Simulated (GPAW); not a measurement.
The system is Ti.

```
CELL_PARAMETERS angstrom
0.00000 2.03000 2.03000
2.03000 0.00000 2.03000
2.03000 2.03000 0.00000
ATOMIC_POSITIONS crystal
Ti 0.00000 0.00000 0.00000
```

This isn't the form of Ti at room conditions, which is hcp.

- Program: GPAW 26.7.0
- Task: relaxation of cell and atoms
- Functional: PBEsol
- Dispersion: D3(BJ)+ATM
- Potentials or basis: PAW data sets generated in the run's folder for this functional
- Cutoff: 600 eV
- Basis: pw
- k mesh: 11 × 11 × 11
- Occupations: fermi-dirac, width 0.05 eV
- Spin: no spin polarisation

At the start: pressure -5.9 GPa; volume 16.73 Å³/atom.

Problem. Where does the relaxation end?

Solution. Over 3 steps the energy falls by 11.7 meV/atom and the volume is 15.88 Å³/atom (-5.1 %); space group Fm-3m (No. 225, to 0.05 Å).

Step by step:
```tsv
step	energy change (eV)	largest force (eV/Å)	pressure (GPa)	volume (Å³)
1	0.0000	0.0000	-5.87	16.73
2	-0.0100	0.0000	-3.00	16.30
3	-0.0117	0.0000	0.14	15.88
```

Final structure:
```xyz
1
Lattice="0.0000 1.9949 1.9949 1.9949 0.0000 1.9949 1.9949 1.9949 0.0000" Properties=species:S:1:pos:R:3 pbc="T T T"
Ti    0.0000    0.0000    0.0000
```

Caveat: later steps reuse the first step's grids; pairwise dispersion overbinds metals, which lowers pressure and volume.
